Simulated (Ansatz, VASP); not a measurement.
MgO: VASP beside Ansatz

POSCAR

```
MgO
1.0
    0.0000000000      2.1351500000      2.1351500000
    1.8949456250      0.0000000000      2.1351500000
    1.8949456250      2.1351500000      0.0000000000
Mg O
1 1
Direct
    0.0000000000      0.0000000000      0.0000000000
    0.5000000000      0.5000000000      0.5000000000
```

INCAR.step1

```
SYSTEM = MgO
  ALGO = Normal
  EDIFF = 1E-4
  ENCUT = 520
  GGA = PE
  ISMEAR = 0
  LASPH = .TRUE.
  LCHARG = .FALSE.
  LREAL = .FALSE.
  LWAVE = .TRUE.
  NBANDS = 11
  NELM = 80
  PREC = Accurate
  SIGMA = 0.05
```

INCAR.step2

```
SYSTEM = MgO
  ALGO = Normal
  EDIFF = 1E-6
  ENCUT = 520
  ISIF = 2
  ISMEAR = 0
  ISTART = 1
  LASPH = .TRUE.
  LCHARG = .TRUE.
  LELF = .TRUE.
  LMIXTAU = .TRUE.
  LREAL = .FALSE.
  LVHAR = .TRUE.
  LWAVE = .FALSE.
  METAGGA = R2SCAN
  NBANDS = 11
  NELM = 80
  PREC = Accurate
  SIGMA = 0.05
```

The input KPOINTS:

```
k-points
0
G
  10 10 10
  0 0 0
```

Input for Ansatz:

```yaml
crystal:
  lattice:
    - [0.0, 2.13515, 2.13515]
    - [1.894945625, 0.0, 2.13515]
    - [1.894945625, 2.13515, 0.0]
  atoms:
    - { symbol: Mg, position: [0.0, 0.0, 0.0] }
    - { symbol: O, position: [0.5, 0.5, 0.5] }
basis:
  ecutwfc: 500
kpoints:
  mp_grid: { grid: [10, 10, 10] }
hamiltonian:
  xc: r2scan
scf:
  occupations: { method: gaussian, width: 0.05 }
output:
  forces: true
  stress: true
  eigenvalues: true
```

Change from the starting cell: strain -0.1125 x Voigt [1, 0, 0, 0, 0, 0], atoms carried along.

Alike in both runs: task single point; functional r2SCAN; k mesh 10 × 10 × 10; occupations gaussian, width 0.05 eV; no spin polarisation.

|  | VASP | Ansatz |
| --- | --- | --- |
| version | VASP 6.6.1 | Ansatz 0.2.0 |
| potentials or method | VASP PAW PBE potentials, release 64 (Mg, O) | scalar-relativistic, plane waves, PAW |
| plane-wave cutoff (eV) | 520 | 500 |
| valence electrons in the cell | 8 | 16 |

|  | VASP | Ansatz | Ansatz less VASP |
| --- | --- | --- | --- |
| gap on the k mesh at the Fermi level (eV) | 6.20 | 6.23 | +0.024 |
| least direct gap on the mesh (eV) | 6.20 | 6.23 | +0.024 |
| pressure (GPa) | 19.6 | 20.5 | +0.89 |
| largest component of the traceless stress (GPa) | 32.10 | 31.66 | -0.446 |

The two sets of potentials don't hold the same shells in valence.

Caveats: so large a pressure means that the cell lies far from this level's equilibrium, or that cutoff or potentials fall short (VASP); the potentials were made for another functional, which shifts forces and pressure (VASP).
